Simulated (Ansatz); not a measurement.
Runs of Ansatz 0.2.0 on AgCl. It takes space group Pm-3m (No. 221, cubic). Conventional cell: a = 3.434 Å, b = 3.434 Å, c = 3.434 Å, α = 90.00°, β = 90.00°, γ = 90.00°. Around Ag (site symmetry m-3m) lie 8 Cl at 2.97 Å. Around Cl (site symmetry m-3m) lie 8 Ag at 2.97 Å. Measurements of this composition are mostly on another form, of space group No. 225.

| task | level | potentials or basis | spin | cell | k mesh | cutoff (eV) | smearing | gap on the mesh (eV) | pressure (GPa) |
| --- | --- | --- | --- | --- | --- | --- | --- | --- | --- |
| single point | PBE | all-electron LAPW, scalar-relativistic | off | as given | 8 × 8 × 8 | 182 | gaussian 0.1 eV | (b) | -0.1 |
| single point | LDA | all-electron LAPW, scalar-relativistic | off | as given | 8 × 8 × 8 | 182 | gaussian 0.02 eV | 0.28 | -7.6 |
| relaxation of cell and atoms | revPBE | all-electron LAPW, scalar-relativistic | off | relaxed | 8 × 8 × 8 | - | tetrahedron | 0.69 | 0.0 |
| band structure | PBEsol | all-electron LAPW, relativistic spinors | SOC, no magnetisation | as given | 6 × 6 × 6 | 182 | fermi-dirac 0.05 eV | 0.32 | (a) |

Alike in all rows: basis error allowed 0.001 eV/atom.

Question: Estimate the missing entries.

Answer: (a) -4.6; (b) 0.58.

Caveats: with tetrahedron occupations forces and stress needn't match the slope of the energy (some runs).

A k mesh can miss the band edges, and rows without SOC leave out spin-orbit coupling on Ag.
